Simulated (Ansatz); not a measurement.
CaF2 on the sites of the fluorite structure (relaxed group Fm-3m) was put through Ansatz (plane waves). The starting cell comes from a relaxation with PBE.

Starting structure:
```xyz
3
Lattice="0.0000 2.7559 2.7559 2.7559 0.0000 2.7559 2.7559 2.7559 0.0000" Properties=species:S:1:pos:R:3 pbc="T T T"
Ca    0.0000    0.0000    0.0000
F     4.1338    4.1338    4.1338
F     1.3779    1.3779    1.3779
```

The log, with set-up remarks and timings taken out:
```
Functional definition: PBEsol
Crystal: 3 atoms, lattice volume = 41.861 Å³
Basis set: ecut = 420 eV, 869 PW (Γ)
Bands: 16, of which v1, the nominal top of the filled ones, is band 12 counted from 1 (11 counted from 0)
Symmetry: 48 space group operations
Space group: Fm-3m (ITA 225)
k-points: 29 of 512
preconditioner: auto → none  [insulator: Δε(μ)=6.786 eV  σ=0.020 eV  ℏωp=26.9 eV]
SCF 1 converged in 6 iterations: F = -3400.861517 eV  dr2 = 9.56e-9
relax step 1: F+E_penalty+E_count = -3400.86151653 eV  P = -3.863 GPa  Ω = 41.861 Å³
SCF 2 converged in 6 iterations: F = -3400.891835 eV  dr2 = 3.17e-8
relax step 2: F+E_penalty+E_count = -3400.89183535 eV  P = -0.366 GPa  Ω = 40.124 Å³
SCF 3 converged in 5 iterations: F = -3400.892714 eV  dr2 = 1.67e-8
relax step 3: F+E_penalty+E_count = -3400.89271441 eV  P = +0.023 GPa  Ω = 39.951 Å³
SCF 4 converged in 6 iterations: F = -3400.887248 eV  dr2 = 1.88e-12
relax step 4: F+E_penalty+E_count = -3400.88724818 eV  P = -0.288 GPa  Ω = 39.951 Å³  (SCF on a basis re-selected at this cell)
SCF 5 converged in 4 iterations: F = -3400.887866 eV  dr2 = 1.53e-7
relax step 5: F+E_penalty+E_count = -3400.88786630 eV  P = +0.003 GPa  Ω = 39.823 Å³
SCF 6 converged in 5 iterations: F = -3400.887346 eV  dr2 = 2.70e-11
relax step 6: F+E_penalty+E_count = -3400.88734627 eV  P = -0.014 GPa  Ω = 39.823 Å³  (SCF on a basis re-selected at this cell)
SCF converged after 5 iterations
Free energy (F): -3400.887346 eV
Fermi energy:    7.070917 eV
--- Stress (GPa, compression-positive) ---
       -0.014053       0.000000       0.000000
        0.000000      -0.014053       0.000000
        0.000000       0.000000      -0.014053
  P = ⅓ Tr σ = -0.0141 GPa (-0.141 kbar)
--- Relaxed structure (4 steps of the walk, 4 accepted, 2 SCFs on fresh bases) ---
  F+E_penalty+E_count = -3400.88734627 eV
  cell:  # Å, volume = 39.8230 Å³
    - [0.000000, 2.710408, 2.710408]
    - [2.710408, 0.000000, 2.710408]
    - [2.710408, 2.710408, 0.000000]
  atoms:
    - { symbol: Ca, position: [0.000000, 0.000000, 0.000000] }
    - { symbol: F, position: [0.750000, 0.750000, 0.750000] }
    - { symbol: F, position: [0.250000, 0.250000, 0.250000] }
```

Q: Which of these blocks stood in the input: relax, gw, phonons, dielectric, magnetization (spin_orbit)?

A: relax. The relax steps with a changing cell volume need the relax block with cell.

Q: Which k mesh was typed?

A: 8×8×8, Γ-centred.

Q: How were the bands filled?

A: With smearing of width σ = 0.02 eV (Fermi-Dirac in this run).

Command: `ansatz run input.yaml --threads 2 --pin off --max-ram 20275MiB --backend cpu --events-out ev --progress --plain --runs-dir out`. It took 2.3 s on 2 threads of AMD EPYC 7R13 Processor (Zen 3), on a shared host, load about 2.9 per core; peak host memory 0.34 GiB.

No spin polarisation and no zero-point or thermal motion.
